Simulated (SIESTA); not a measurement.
NbP:

```
Nb P
1.0
    -1.67492    1.67492    5.74011
     1.67492   -1.67492    5.74011
     1.67492    1.67492   -5.74011
Nb P
2 2
Direct
  0.24988 0.74988 0.50000
  0.49988 0.49988 0.00000
  0.83275 0.33275 0.50000
  0.08275 0.08275 0.00000
```

The cell is a database's computed one.

Base run:

```yaml
Program: SIESTA 5.4.2
Functional: AM05
Potentials_or_basis: PseudoDojo 0.4 standard (PBEsol files)
Basis: DZP (energy shift 0.003 Ry; two zetas on semicore shells)
Grid_cutoff: 800 Ry
Energy_shift: 0.003 Ry
k_mesh: 11 × 11 × 11
Occupations: fermi-dirac, width 0.05 eV
Spin: no spin polarisation
```

Its results: band gap on the k mesh none (metal or under the smearing width); pressure -5.7 GPa; largest force 0.029 eV/Å.

After a change of settings the same cell gave: band gap on the k mesh none (metal or under the smearing width); pressure -4.5 GPa; largest force 0.026 eV/Å. Which change was it?
A. functional from AM05 to PBEsol
B. functional from AM05 to BLYP; potentials or basis from PseudoDojo 0.4 standard (PBEsol files) to PseudoDojo 0.4 standard (PBE files)
C. functional from AM05 to PBE; potentials or basis from PseudoDojo 0.4 standard (PBEsol files) to PseudoDojo 0.4 standard (PBE files)
D. functional from AM05 to vdW-DF-cx; potentials or basis from PseudoDojo 0.4 standard (PBEsol files) to PseudoDojo 0.4 standard (PBE files)

A.

Caveats: the basis of atomic orbitals isn't converged, which shifts pressures, moduli and gaps; the potentials were made for another functional, which shifts forces and pressure (some runs).

Not every run made on this cell is shown here.
